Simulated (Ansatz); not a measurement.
Rows from a G0W0 calculation on Sc on the Ga site in GaP (32-atom cell) (Ansatz 0.2.0; G0W0 on LDA, plane waves, PAW; PAW set soft_1; 2×2×2 mesh, 770 empty bands, screening to 90 eV, PAW set soft_1 files), in eV. Spin-orbit coupling is left out.

```tsv
row	k	band	start	Σx	Σc at the solution	Vxc
A	Γ	c3	8.335	-7.296	-3.685	-11.400
B	Γ	v4	5.891	-16.652	1.800	-14.793
C	Γ	c1	8.087	-8.328	-4.482	-13.634
D	Γ	v1	6.767	-16.953	1.321	-15.578
```

Work out each quasiparticle level and how far it moved.

The quasiparticle equation reads E = start + Σx + Σc(E) − Vxc.

```tsv
row	E (eV)	shift (eV)
A	8.753	+0.419
B	5.832	−0.059
C	8.911	+0.823
D	6.714	−0.053
```

Limits: not at the basis limit; no spin-orbit coupling.

[Paths, hosts, dates, memory and timing lines, banners, echoed tables and standing remarks are left out of the program output.]

[Logs are printed without paths, hosts, clocks, repeated set-up lines and the standing remarks that a program may print on its own settings, such as how far it seeks lower states.]

[Runs of the session that timed out or met a known fault of the program may be left out.]

[Cells called generated may have been cut or substituted from an entry of the Crystallography Open Database or the Materials Project.]

[Hosts, paths, dates, database ids (printed as entryN), source tags and the programs' standing remarks are cut or masked in the printed files.]
